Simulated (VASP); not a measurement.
# KF (Fm-3m) in VASP: settings compared

Aim: see how the results for KF move with the level of theory and the settings. Levels: PBEsol, LDA, PBE. Tasks: relaxation of cell and atoms.

All numbers are computed with VASP 6.6.1; they aren't measurements. Logs are shortened: lines on timing, memory, paths and dates and some standing lists are left out, and cuts for length are marked.

### 1 Starting point

It takes space group Fm-3m (No. 225, cubic). The conventional cell has a = 5.309 Å, b = 5.309 Å, c = 5.309 Å, α = 90.00°, β = 90.00°, γ = 90.00°. Around K (site symmetry m-3m) lie 6 F at 2.65 Å. F (site symmetry m-3m) has 6 K at 2.65 Å as nearest neighbours.

The cell is a database's computed one.

### 2 Relaxation of cell and atoms, PBEsol

Input file INCAR:

```
SYSTEM = KF
PREC = Accurate ; ENCUT = 600
EDIFF = 1E-7 ; ISMEAR = 0
SIGMA = 0.02 ; LREAL = .False.
LASPH = .True. ; NELM = 100
ALGO = Fast ; ISIF = 3
LWAVE = .False. ; LCHARG = .False.
GGA = PS ; IBRION = 2
NSW = 90 ; EDIFFG = -0.005
```

Input file KPOINTS:

```
regular mesh
0
Gamma
  8 8 8
  0 0 0
```

Input file POSCAR:

```
KF
1.0
    0.0000000000      2.6544134000      2.6544134000
    2.6544134000      0.0000000000      2.6544134000
    2.6544134000      2.6544134000      0.0000000000
K F
1 1
Direct
    0.0000000000      0.0000000000      0.0000000000
    0.5000000000      0.5000000000      0.5000000000
```

Potentials or basis: VASP PAW PBE potentials, release 64 (K_sv, F).

Command:

```
$ cat potpaw_PBE.64/K_sv/POTCAR potpaw_PBE.64/F/POTCAR > POTCAR
$ mpirun -np 1 vasp_std > vasp.out
```

OUTCAR:

```text
SYSTEM = KF
   PREC = Accurate
   ENCUT = 600
   EDIFF = 1E-7
   ISMEAR = 0
   LREAL = .False.
   LASPH = .True.
   NELM = 100
   ISIF = 3
   GGA = PS
   IBRION = 2
   NSW = 90
   EDIFFG = -0.005

 ion  position               nearest neighbor table
   1  0.000  0.000  0.000-   2 2.65   2 2.65   2 2.65   2 2.65   2 2.65   2 2.65
   2  0.500  0.500  0.500-   1 2.65   1 2.65   1 2.65   1 2.65   1 2.65   1 2.65

  LATTYP: Found a face centered cubic cell.
 ALAT       =     5.3088268000

  Lattice vectors:

 A1 = (   0.0000000000,   2.6544134000,   2.6544134000)
 A2 = (   2.6544134000,   0.0000000000,   2.6544134000)
 A3 = (   2.6544134000,   2.6544134000,   0.0000000000)

Analysis of symmetry for initial positions (statically):
=====================================================================
 Subroutine PRICEL returns:
 Original cell was already a primitive cell.

 Routine SETGRP: Setting up the symmetry group for a
 face centered cubic supercell.

 Subroutine GETGRP returns: Found 48 space group operations
 (whereof 48 operations were pure point group operations)
 out of a pool of 48 trial point group operations.

The static configuration has the point symmetry O_h .

Analysis of symmetry for dynamics (positions and initial velocities):
=====================================================================
 Subroutine PRICEL returns:
 Original cell was already a primitive cell.

 Routine SETGRP: Setting up the symmetry group for a
 face centered cubic supercell.

 Subroutine GETGRP returns: Found 48 space group operations
 (whereof 48 operations were pure point group operations)
 out of a pool of 48 trial point group operations.

The dynamic configuration has the point symmetry O_h .

 Subroutine INISYM returns: Found 48 space group operations
 (whereof 48 operations are pure point group operations),
 and found     1 'primitive' translations

----------------------------------------------------------------------------------------

                                     Primitive cell

  volume of cell :      37.4055

  direct lattice vectors                    reciprocal lattice vectors
     0.000000000  2.654413400  2.654413400    -0.188365535  0.188365535  0.188365535
     2.654413400  0.000000000  2.654413400     0.188365535 -0.188365535  0.188365535
     2.654413400  2.654413400  0.000000000     0.188365535  0.188365535 -0.188365535

  length of vectors
     3.753907430  3.753907430  3.753907430     0.326258677  0.326258677  0.326258677

  position of ions in fractional coordinates (direct lattice)
     0.000000000  0.000000000  0.000000000
     0.500000000  0.500000000  0.500000000

  ion indices of the primitive-cell ions
   primitive index   ion index
                 1           1
                 2           2

----------------------------------------------------------------------------------------

 KPOINTS: regular mesh

Automatic generation of k-mesh.
 Grid dimensions read from file:
 generate k-points for:    8    8    8

 Generating k-lattice:

  Cartesian coordinates                     Fractional coordinates (reciprocal lattice)
    -0.023545692  0.023545692  0.023545692     0.125000000  0.000000000  0.000000000
     0.023545692 -0.023545692  0.023545692     0.000000000  0.125000000  0.000000000
     0.023545692  0.023545692 -0.023545692     0.000000000  0.000000000  0.125000000

  Length of vectors
     0.040782335  0.040782335  0.040782335

  Shift w.r.t. Gamma in fractional coordinates (k-lattice)
     0.000000000  0.000000000  0.000000000

 Subroutine IBZKPT returns following result:
 ===========================================

 Found     29 irreducible k-points:

 Following reciprocal coordinates:
            Coordinates               Weight
  0.000000  0.000000  0.000000      1.000000
  0.125000  0.000000  0.000000      8.000000
  0.250000  0.000000  0.000000      8.000000
  0.375000  0.000000  0.000000      8.000000
  0.500000  0.000000  0.000000      4.000000
  0.125000  0.125000  0.000000      6.000000
[... 16 lines left out ...]
  0.500000  0.250000  0.125000     48.000000
 -0.375000  0.250000  0.125000     24.000000
 [... further k-points ...]
   k-points           NKPTS =     29   k-points in BZ     NKDIM =     29   number of bands    NBANDS=     12
   number of dos      NEDOS =    301   number of ions     NIONS =      2
   total plane-waves  NPLWV =  27000
   dimension x,y,z NGX =    30 NGY =   30 NGZ =   30
   dimension x,y,z NGXF=    60 NGYF=   60 NGZF=   60
   ions per type =               1   1
   NGX,Y,Z   is equivalent  to a cutoff of  13.29, 13.29, 13.29 a.u.
   NGXF,Y,Z  is equivalent  to a cutoff of  26.57, 26.57, 26.57 a.u.
 SYSTEM =  KF
   PREC   = accura    normal or accurate (medium, high low for compatibility)
   ISTART =      0    job   : 0-new  1-cont  2-samecut
   ICHARG =      2    charge: 1-file 2-atom 10-const
   ISPIN  =      1    spin polarized calculation?
   LNONCOLLINEAR =      F non collinear calculations
   LSORBIT =      F    spin-orbit coupling
   LASPH  =      T    aspherical Exc in radial PAW
   ENCUT  =  600.0 eV  44.10 Ry    6.64 a.u.   7.50  7.50  7.50*2*pi/ulx,y,z
   NELM   =    100;   NELMIN=  2; NELMDL= -5     # of ELM steps
   EDIFF  = 0.1E-06   stopping-criterion for ELM
   LREAL  =      F    real-space projection
   EDIFFG = -.5E-02   stopping-criterion for IOM
   NSW    =     90    number of steps for IOM
   IBRION =      2    ionic relax: 0-MD 1-quasi-New 2-CG
   NFREE  =      1    steps in history (QN), initial steepest desc. (CG)
   ISIF   =      3    stress and relaxation
   ISYM   =      2    0-nonsym 1-usesym 2-fastsym
   POTIM  = 0.5000    time-step for ionic-motion
   TEBEG  =    0.0;   TEEND  =   0.0 temperature during run
   PSTRESS=    0.0 pullay stress
   NELECT =      16.0000    total number of electrons
   NUPDOWN=      -1.0000    fix difference up-down
   EMIN   =  10.00;   EMAX   =-10.00  energy-range for DOS
   EFERMI =   0.00;   METHOD = LEGACY
   ISMEAR =     0;   SIGMA  =   0.02  broadening in eV -4-tet -1-fermi 0-gaus
   EFERMI_NEDOS =   21; number of points for ismear=-14 and -15
   IALGO  =     68    algorithm
   IMIX   =      4    mixing-type and parameters
     AMIX     =   0.40;   BMIX     =  1.00
     AMIX_MAG =   1.60;   BMIX_MAG =  1.00
  volume/ion in A,a.u.               =      18.70       126.21
  Fermi-wavevector in a.u.,A,eV,Ry     =   1.233492  2.330962 20.701292  1.521502
  Thomas-Fermi vector in A             =   2.368220
   LORBIT       =      0    0 simple, 1 ext, 2 COOP (PROOUT), +10 PAW based schemes
   GGA     = PS    functional components
   LHFCALC =     F    Hartree Fock is set to
   AEXX    =    0.0000 exact exchange contribution
   IVDW    =     0    specifies the selected vdW correction
   LEPSILON=     F    determine dielectric tensor
   LRPA    =     F    only Hartree local field effects (RPA)
 conjugate gradient relaxation of ions
 non-spin polarized calculation
 RMM-DIIS sequential band-by-band and
 Gauss-broadening in eV      SIGMA  =   0.02
  energy-cutoff  :      600.00
  volume of cell :       37.41
 maximum number of plane-waves:      1283
 NGX is ok and might be reduce to    30
   NGX = 15   NGY = 15   NGZ = 15

 number of electron      16.0000003 magnetization

 Free energy of the ion-electron system (eV)
  ---------------------------------------------------
  ext. energy  EPLUGINS =         0.00000000
  ---------------------------------------------------
  free energy    TOTEN  =        -8.52167761 eV

  energy without entropy =       -8.52167761  energy(sigma->0) =       -8.52167761

 E-fermi :  -2.6926     XC(G=0):  -8.7038

 val. band max:       -2.8581641295   @ k =   0.0000   0.0000   0.0000
 cond. band min:       3.2735382211   @ k =   0.0000   0.0000   0.0000
 fundamental gap:      6.1317023506
 Fermi energy:        -2.6925956699

 k-point     1 :       0.0000    0.0000    0.0000
  band No.  band energies     occupation
      1     -28.7669      2.00000
      2     -21.3980      2.00000
      3     -12.0636      2.00000
      4     -12.0636      2.00000
      5     -12.0636      2.00000
      6      -2.8582      2.00000
      7      -2.8582      2.00000
      8      -2.8582      2.00000
      9       3.2735      0.00000
     10       7.8300      0.00000
     11       7.8300      0.00000
     12       7.8300      0.00000

 k-point     2 :       0.1250    0.0000    0.0000
  band No.  band energies     occupation
      1     -28.7513      2.00000
      2     -21.4127      2.00000
      3     -12.1072      2.00000
      4     -12.0693      2.00000
      5     -12.0693      2.00000
      6      -3.0071      2.00000
      7      -2.9149      2.00000
      8      -2.9149      2.00000
      9       3.7176      0.00000
     10       7.5665      0.00000
     11       8.0472      0.00000
     12       8.0472      0.00000

 k-point     3 :       0.2500    0.0000    0.0000
  band No.  band energies     occupation
      1     -28.7134      2.00000
      2     -21.4485      2.00000
      3     -12.2115      2.00000
      4     -12.0830      2.00000
      5     -12.0830      2.00000
      6      -3.3207      2.00000
      7      -3.0484      2.00000
      8      -3.0484      2.00000
      9       4.8168      0.00000
     10       7.2101      0.00000
     11       8.5865      0.00000
     12       8.5865      0.00000
[... 286 lines left out ...]
 k-point    23 :       0.5000    0.2500    0.1250
  band No.  band energies     occupation
      1     -28.6579      2.00000
      2     -21.4682      2.00000
      3     -12.3628      2.00000
      4     -12.2825      2.00000
      5     -12.1330      2.00000
      6      -3.4484      2.00000
      7      -3.1753      2.00000
      8      -3.0211      2.00000
      9       6.3454      0.00000
     10       6.7689      0.00000
     11       8.9517      0.00000
     12       9.7946      0.00000

 k-point    24 :      -0.3750    0.2500    0.1250
  band No.  band energies     occupation
      1     -28.6457      2.00000
      2     -21.4744      2.00000
      3     -12.4111      2.00000
      4     -12.3009      2.00000
      5     -12.1409      2.00000
      6      -3.4552      2.00000
      7      -3.1517      2.00000
      8      -3.1235      2.00000
      9       6.5198      0.00000
     10       7.2160      0.00000
     11       8.8844      0.00000
     12       9.9591      0.00000

 [... further k-points ...]

------------------------ aborting loop because EDIFF is reached ----------------------------------------

  FORCE on cell =-STRESS in cart. coord.  units (eV):
  Direction    XX          YY          ZZ          XY          YZ          ZX
  --------------------------------------------------------------------------------------
  -------------------------------------------------------------------------------------
  Total       -0.0009971     -0.0009971     -0.0009971     -0.0000000      0.0000000      0.0000000
  in kB       -0.0427104     -0.0427104     -0.0427104     -0.0000000      0.0000000      0.0000000
  external PRESSURE =      -0.0427104 kB  Pullay stress =       0.0000000 kB

 VOLUME and BASIS-vectors are now :
 -----------------------------------------------------------------------------
  energy-cutoff  :      600.00
  volume of cell :       37.41
      direct lattice vectors                 reciprocal lattice vectors
     0.000000000  2.654413400  2.654413400    -0.188365535  0.188365535  0.188365535
     2.654413400  0.000000000  2.654413400     0.188365535 -0.188365535  0.188365535
     2.654413400  2.654413400  0.000000000     0.188365535  0.188365535 -0.188365535

 POSITION                                       TOTAL-FORCE (eV/Angst)
 -----------------------------------------------------------------------------------
      0.00000      0.00000      0.00000        -0.000000     -0.000000     -0.000000
      2.65441      2.65441      2.65441         0.000000      0.000000      0.000000
 -----------------------------------------------------------------------------------
    total drift:                                0.000000      0.000000      0.000000

  FREE ENERGIE OF THE ION-ELECTRON SYSTEM (eV)
  ---------------------------------------------------
  free  energy   TOTEN  =        -8.5216776102 eV

  energy  without entropy=       -8.5216776102  energy(sigma->0) =       -8.52167761

 reached required accuracy - stopping structural energy minimisation
```

It took 16 s on 1 thread of Intel Xeon 6975P-C (Granite Rapids), shared host; peak memory 0.16 GiB.

Results:

```
Free energy             : -8.5217 eV
Pressure after relaxing : 0.0 GPa
Band gap on the k mesh  : 6.13 eV, direct
```

Final structure:
```
CELL_PARAMETERS angstrom
0.00000 2.65441 2.65441
2.65441 0.00000 2.65441
2.65441 2.65441 0.00000
ATOMIC_POSITIONS crystal
K 0.00000 0.00000 0.00000
F 0.50000 0.50000 0.50000
```

Caveat: the relaxation stopped at its first step, so nothing moved; the PAW data sets were made with another functional, which shifts forces and pressure a little.

### 3 Relaxation of cell and atoms, LDA

Edit INCAR of step 2 so:

```diff
@@ -7,3 +7,3 @@
 LWAVE = .False. ; LCHARG = .False.
-GGA = PS ; IBRION = 2
+GGA = CA ; IBRION = 2
 NSW = 90 ; EDIFFG = -0.005
```

KPOINTS is that of step 2.

POSCAR is that of step 2.

Potentials or basis: VASP PAW LDA potentials, release 64 (K_sv, F).

Command:

```
$ cat potpaw_LDA.64/K_sv/POTCAR potpaw_LDA.64/F/POTCAR > POTCAR
$ mpirun -np 1 vasp_std > vasp.out
```

It took 43 s on 1 thread of Intel Xeon 6975P-C (Granite Rapids), shared host; peak memory 0.16 GiB.

It converged, with:

- Free energy: -9.0784 eV
- Relaxed volume: 17.25 Å³/atom
- Relaxed cell: a = 3.654 Å, b = 3.654 Å, c = 3.654 Å, α = 60.00°, β = 60.00°, γ = 60.00°
- Space group after relaxing (to 0.05 Å): Fm-3m (No. 225)
- Energy gained by relaxing: 14.3 meV/atom
- Ionic steps: 4
- Pressure after relaxing: 0.0 GPa
- Band gap on the k mesh: 6.33 eV, direct

The path:
| step | energy change (eV) | largest force (eV/Å) | pressure (GPa) | volume (Å³) |
| --- | --- | --- | --- | --- |
| 1 | 0.0000 | 0.0000 | -2.97 | 37.41 |
| 2 | -0.0244 | 0.0000 | -1.26 | 35.56 |
| 3 | -0.0286 | 0.0000 | 0.18 | 34.35 |
| 4 | -0.0287 | 0.0000 | 0.00 | 34.49 |

Final structure:
```
K F
1.0
     0.00000    2.58366    2.58366
     2.58366    0.00000    2.58366
     2.58366    2.58366    0.00000
K F
1 1
Cartesian
  0.0000 0.0000 0.0000
  2.5837 2.5837 2.5837
```

Levels at points of the mesh, in eV from the valence-band top:
| k point | band 4 | band 5 | band 6 | band 7 | band 8 | band 9 | band 10 | band 11 | band 12 |
| --- | --- | --- | --- | --- | --- | --- | --- | --- | --- |
| (0.00, 0.00, 0.00) | -8.76 | -8.76 | 0.00 | 0.00 | 0.00 | 6.33 | 10.77 | 10.77 | 10.77 |
| (0.50, 0.00, 0.00) | -8.81 | -8.81 | -0.97 | -0.46 | -0.46 | 9.19 | 10.98 | 12.45 | 12.45 |
| (0.50, 0.50, 0.00) | -9.07 | -9.07 | -0.14 | -0.02 | -0.02 | 7.95 | 10.69 | 12.21 | 14.12 |

A k mesh can miss the band edges. As with any semilocal functional, this LDA gap is likely too small.

### 4 Relaxation of cell and atoms, PBE

Edit INCAR of step 3 so:

```diff
@@ -7,3 +7,3 @@
 LWAVE = .False. ; LCHARG = .False.
-GGA = CA ; IBRION = 2
+GGA = PE ; IBRION = 2
 NSW = 90 ; EDIFFG = -0.005
```

KPOINTS is that of step 3.

POSCAR is that of step 3.

Potentials or basis: VASP PAW PBE potentials, release 64 (K_sv, F).

Command:

```
$ cat potpaw_PBE.64/K_sv/POTCAR potpaw_PBE.64/F/POTCAR > POTCAR
$ mpirun -np 1 vasp_std > vasp.out
```

Wall time 50 s (1 thread of Intel Xeon 6975P-C (Granite Rapids), shared host); peak memory 0.18 GiB.

Results (log left out):

```
Free energy                            : -8.2980 eV
Relaxed volume                         : 19.93 Å³/atom
Relaxed cell                           : a = 3.834 Å, b = 3.834 Å, c = 3.834 Å, α = 60.00°, β = 60.00°, γ = 60.00°
Space group after relaxing (to 0.05 Å) : Fm-3m (No. 225)
Energy gained by relaxing              : 7.6 meV/atom
Ionic steps                            : 4
Pressure after relaxing                : 0.0 GPa
Band gap on the k mesh                 : 5.94 eV, direct
```

Step by step:
| step | energy change (eV) | largest force (eV/Å) | pressure (GPa) | volume (Å³) |
| --- | --- | --- | --- | --- |
| 1 | 0.0000 | 0.0000 | 2.14 | 37.41 |
| 2 | -0.0125 | 0.0000 | 0.85 | 38.77 |
| 3 | -0.0152 | 0.0000 | -0.14 | 40.05 |
| 4 | -0.0153 | 0.0000 | -0.01 | 39.86 |

Final structure:
```xyz
2
Lattice="0.0000 2.7113 2.7113 2.7113 0.0000 2.7113 2.7113 2.7113 0.0000" Properties=species:S:1:pos:R:3 pbc="T T T"
K     0.0000    0.0000    0.0000
F     2.7113    2.7113    2.7113
```

Levels at points of the mesh, in eV from the valence-band top:
| k point | band 5 | band 6 | band 7 | band 8 | band 9 | band 10 | band 11 | band 12 |
| --- | --- | --- | --- | --- | --- | --- | --- | --- |
| (0.00, 0.00, 0.00) | -9.54 | 0.00 | 0.00 | 0.00 | 5.94 | 10.56 | 10.56 | 10.56 |
| (0.50, 0.00, 0.00) | -9.58 | -0.74 | -0.31 | -0.31 | 8.88 | 10.28 | 11.86 | 11.86 |
| (0.50, 0.50, 0.00) | -9.73 | -0.23 | -0.07 | -0.07 | 8.16 | 10.06 | 11.46 | 13.38 |

A k mesh can miss the band edges. As with any semilocal functional, this PBE gap is likely too small.

### 5 Summary

| level | potentials or basis | gap on the mesh (eV) | pressure (GPa) | relaxed volume (Å³/atom) |
| --- | --- | --- | --- | --- |
| PBEsol | VASP PAW PBE potentials, release 64 (K_sv, F) | 6.13 | 0.0 | - |
| LDA | VASP PAW LDA potentials, release 64 (K_sv, F) | 6.33 | 0.0 | 17.25 |
| PBE | VASP PAW PBE potentials, release 64 (K_sv, F) | 5.94 | 0.0 | 19.93 |

Alike in all rows: task relaxation of cell and atoms; no spin polarisation; cell relaxed; k mesh 8 × 8 × 8; cutoff (eV) 600; smearing gaussian 0.02 eV.

Caveats: the relaxation stopped at its first step, so nothing moved (some runs); the PAW data sets were made with another functional, which shifts forces and pressure a little (some runs).

Absolute energies hang on the potentials; compare differences alone.
